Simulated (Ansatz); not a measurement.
Runs of Ansatz 0.2.0 on BaTiO3 (Barioperovskite). It takes space group Amm2 (No. 38, orthorhombic). Conventional cell: a = 3.986 Å, b = 5.674 Å, c = 5.690 Å, α = 90.00°, β = 90.00°, γ = 90.00°. Ba (site symmetry mm2) is surrounded by 12 O at 2.77 to 2.92 Å. Around Ti (site symmetry mm2) lie 6 O at 1.93 to 2.09 Å. O (site symmetry m) has 2 Ti at 1.93 to 2.09 Å as nearest neighbours. Around O (site symmetry mm2) lie 2 Ti at 2.00 Å. 

```tsv
task	level	potentials or basis	spin	k mesh	cutoff (eV)	points for each segment of the path	gap on the mesh (eV)	pressure (GPa)	largest force (eV/Å)
single point	PBE	Ansatz PAW	off	9 × 9 × 9	420	-	1.96	2.3	0.27
band structure	PBE	Ansatz PAW	off	7 × 7 × 7	420	14	1.98	2.3	0.27
band structure	PBE	PseudoDojo standard (PBE files)	off	7 × 7 × 7	1143	14	(b)	1.9	0.27
band structure	PBEsol	Ansatz PAW	SOC, no magnetisation	7 × 7 × 7	420	14	1.94	-3.9	(a)
band structure	r2SCAN	Ansatz PAW	off	7 × 7 × 7	500	14	2.34	-0.9	0.31
```

Alike in all rows: cell as given; smearing fermi-dirac 0.05 eV.

Question: Fill in the values left out.

Answer: (a) 0.29; (b) 2.00.

Caveats: spin-orbit coupling is left out, which moves the levels of the heavy elements (some runs); the k mesh misses the band edges, so the gap on the mesh is wider than the one along the path (some runs); the PAW data sets come from PBE, with cores solved anew for the run's functional, which leaves a small shift of forces and pressure (some runs); odd divisions of the mesh miss points on the zone boundary, where band edges often lie, so the gap on the mesh can be too wide (some runs).

A k mesh can miss the band edges, and rows without SOC leave out spin-orbit coupling on Ba.
